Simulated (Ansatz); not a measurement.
The system is CoO.

```xyz
2
Lattice="-1.5080 1.5080 2.1072 1.5080 -1.5080 2.1072 1.5080 1.5080 -2.1072" Properties=species:S:1:pos:R:3 pbc="T T T"
Co    0.0000    0.0000    0.0000
O     0.0000    0.0000    2.1072
```

Base run:

| Quantity | Value |
| --- | --- |
| Program | Ansatz 0.2.0 |
| Functional | PBE |
| Potentials or basis | Ansatz PAW |
| Cutoff | 420 eV (not typed: the program's choice for these potentials) |
| k mesh | 10 × 10 × 10 |
| Occupations | fermi-dirac, width 0.05 eV |
| Spin | collinear spin, ferromagnetic start |
| Starting moments | [1.5, 0.0] μB |
| Fixed moment | 1.5 μB |

Its results: pressure -10.9 GPa; site moments Co +1.40; O +0.01 μB.

Q: The run is repeated on the same cell with these changes: fixed moment from 1.5 μB to 3 μB; moments at the start from [1.5, 0.0] to [3.0, 0.0]. What comes out?

A: Pressure 0.8 GPa; site moments Co +2.53; O +0.34 μB.

Caveats: the total moment is fixed, so each spin has its own Fermi level; a cell with one magnetic atom can't hold antiferromagnetic order, which such compounds often take; the thresholds are loose for stress.
